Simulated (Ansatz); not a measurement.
Stress against strain in Sn

```xyz
2
Lattice="-2.9158 2.9158 1.5906 2.9158 -2.9158 1.5906 2.9158 2.9158 -1.5906" Properties=species:S:1:pos:R:3 pbc="T T T"
Sn    0.0000    0.0000    0.0000
Sn    0.0000    2.9158    0.7953
```

Atoms are numbered in the order listed.

The cell is COD entry 1534488, as deposited and not checked against the literature; nothing was relaxed.

Spin–orbit coupling is left out, though it moves levels of the heavy atoms by tenths of an eV or more.

Computed with DFT, LDA, all-electron LAPW, scalar-relativistic (Ansatz 0.2.0).

The runs use a Γ-centred 15×15×15 k mesh, Fermi–Dirac smearing of 0.05 eV, basis error target 0.5 meV/atom, no spin polarisation.

The strain is applied along the Cartesian axes of the cell as listed (γ is the engineering shear, twice εxy = εyz = εzx). Fractional coordinates are held (clamped ions).

σ is the change of stress from the unstrained cell, which is at -1.78 GPa; tension is positive, so slopes are stress–strain coefficients at that pressure. In a metal the k mesh adds noise.

Only quantities that a quadratic follows smoothly over the whole series are listed; rougher ones are left out.

| γ | σxy (GPa) | σyz (GPa) |
| --- | --- | --- |
| -0.0300 | -0.80 | -0.85 |
| -0.0200 | -0.55 | -0.57 |
| -0.0100 | -0.27 | -0.29 |
| 0.0000 | 0.00 | 0.00 |
| 0.0200 | 0.51 | 0.54 |
| 0.0300 | 0.74 | 0.77 |

Question: Fit the series and read off the stiffness at zero strain.

Answer: Least-squares fits y = p0 + p1 x + p2 x² to the rows give σxy (GPa): p1 = 25.9, p2 = -29; σyz (GPa): p1 = 27.3, p2 = -39.

Question: One run, at γ = 0.0100, is withheld. Predict its row.

Answer: The fits give 0.25, 0.27; the run gave 0.26, 0.28.
